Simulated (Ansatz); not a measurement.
# TiSi under changes of volume

One of the cells (14.630 Å³/atom); the others are scaled copies at fixed shape and fractional positions:

```
Ti Si
1.0
     1.81618   -2.11762    0.00000
     1.81618    2.11762    0.00000
     0.00000    0.00000    3.80393
Ti Si
1 1
Direct
  0.50000 0.50000 0.00000
  0.00000 0.00000 0.50000
```

The cell comes from a database or a generator and needn't be the stable form of this composition.

- Program: Ansatz 0.2.0
- Functional: LDA
- Potentials or basis: all-electron LAPW, scalar-relativistic
- Cutoff: 239 eV (chosen from the basis error)
- Basis error allowed: 0.001 eV/atom
- k mesh: 10 × 10 × 7
- Occupations: fermi-dirac, width 0.05 eV
- Spin: no spin polarisation

```csv
volume (Å³/atom),energy over the lowest point (meV/atom),pressure (GPa)
13.752,0.00,0.7
14.045,1.53,-2.4
14.337,?,?
14.630,20.58,-7.8
14.922,37.10,-10.2
15.215,57.66,-12.3
15.508,81.83,-14.1
```

Question: What does the run at 14.337 Å³/atom give?

Answer: Energy over the lowest point 8.56 meV/atom; pressure -5.3 GPa.

Worked out: A Birch-Murnaghan fit of order 3 (a polynomial in V^(-2/3)) to the other rows has its minimum at 13.82 Å³/atom with B0 = V·E''(V) = 156 GPa and B' = 4.1 at fixed shape and positions, which overstates the stiffness. It gives 8.55 meV/atom at 14.337 Å³/atom, against the run's 8.56, and -dE/dV = -5.3 GPa, against -5.3.

Energies are extrapolated to zero smearing.
